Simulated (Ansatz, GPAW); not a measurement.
## Rh: 3 runs at one level of theory

```xyz
1
Lattice="0.0000 1.8979 1.8979 1.8979 0.0000 1.8979 1.8979 1.8979 0.0000" Properties=species:S:1:pos:R:3 pbc="T T T"
Rh    0.0000    0.0000    0.0000
```

Alike in all runs: task band structure; functional BLYP; k mesh 12 × 12 × 12; occupations fermi-dirac, width 0.05 eV; no spin polarisation; no spin-orbit coupling. Pressure is positive in compression and, in plane waves, holds the error of the finite cutoff, which Ansatz's Pulay term estimates and takes out.

```
                           program and potentials  plane-wave cutoff (eV)                                                                                                                            notes  pressure (GPa)
                               Ansatz, Ansatz PAW                     420  potentials made for PBE, which Ansatz adapts in part; 17 valence electrons an atom on average; Pulay term of +0.10 GPa included           21.32
   Ansatz, all-electron LAPW, scalar-relativistic                       -                                                                                                                                -           21.29
GPAW, PAW data sets generated for this functional                     600                                                                                          15 valence electrons an atom on average           22.12
```

The pressure spans 21.29 (Ansatz, all-electron LAPW, scalar-relativistic) to 22.12 GPa (GPAW, PAW data sets generated for this functional), with all-electron results at 21.29. Some sets were made for another functional than the one run, which can shift their rows. The cell lies far from this level's equilibrium.

The functional is the same throughout but for its coding, so the spread measures potentials, basis and numerics; runs on potential files found faulty are left out.
